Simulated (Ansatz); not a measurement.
## Cu: energy along a strain

Cu, P6_3/mmc, a = 2.534 Å, c = 4.113 Å (as given, not relaxed at this level: 7.2 GPa). This isn't the element's structure at ambient conditions. Ansatz: PBE, PAW, 420 eV, Γ-centred 24×24×12 mesh on 2 atoms, Gaussian smearing 0.15 eV; no spin polarisation. Cell vectors (Å): 2.534 0.000 0.000; -1.267 2.195 0.000; 0.000 0.000 4.113. The cell is strained by x per cent times the pattern (1 0 0 0 0 0) in the order xx yy zz yz xz xy (engineering shears), with fractional coordinates held. y is the free energy over the start, V0 = 11.436 Å³/atom.

```
x (%) y (meV/atom)
-6.00         70.60
-4.50         43.77
-3.00         23.65
-1.50          9.29
 0.00          0.00
 1.50         -4.83
 3.00         -5.80
 4.50         -3.57
 5.25         -1.45
 6.00             ?
```

Problem. Fit y = c1 x + c2 x² + c3 x³ to the other rows, get the stiffness along the pattern, and predict the missing energy.

Solution. Least squares on the rows shown. y = −4.6062 x + 0.99539 x² − 0.032756 x³. The clamped-ion stiffness p·C·p = 2 × 9.954 eV × 160.2 / 11.436 Å³ = 279 GPa, which is C11 in these axes (second derivative at the start, which stands under stress). At x = 6.00 the fit asked for gives 1.12 meV/atom. The run gave 1.25 meV/atom, so the fit is 0.13 meV/atom too low, a small miss on the scale of the series.

Cost: 10 runs of about 2.6 core-minutes in all, on Intel Xeon 6975P-C (Granite Rapids) (shared hosts).